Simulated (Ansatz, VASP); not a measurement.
# Mg: VASP beside Ansatz

```
Mg
1.0
     3.21625    0.00000    0.00000
    -1.60813    2.78536    0.00000
     0.00000    0.00000    5.22905
Mg
2
Direct
  0.33333 0.66667 0.25000
  0.66667 0.33333 0.75000
```

Alike in both runs: task single point; functional BLYP; k mesh 18 × 18 × 10; occupations fermi-dirac, width 0.1 eV; no spin polarisation.

|  | VASP | Ansatz |
| --- | --- | --- |
| version | VASP 6.6.1 | Ansatz 0.2.0 |
| potentials or method | VASP PAW PBE potentials, release 64 (Mg) | plane waves (420 eV) with PAW, scalar-relativistic |
| plane-wave cutoff (eV) | 520 | 420 |
| valence electrons in the cell | 4 | 20 |

VASP gave:

- pressure (GPa): 0.0

Task: What did Ansatz give for the same quantities?

Result: Pressure (GPa): 0.1.

With one functional, cell and mesh, what is left measures potentials, basis and numerics. The two sets of potentials don't hold the same shells in valence.

Caveats: the PAW data sets were made with another functional, which shifts forces and pressure a little (VASP).
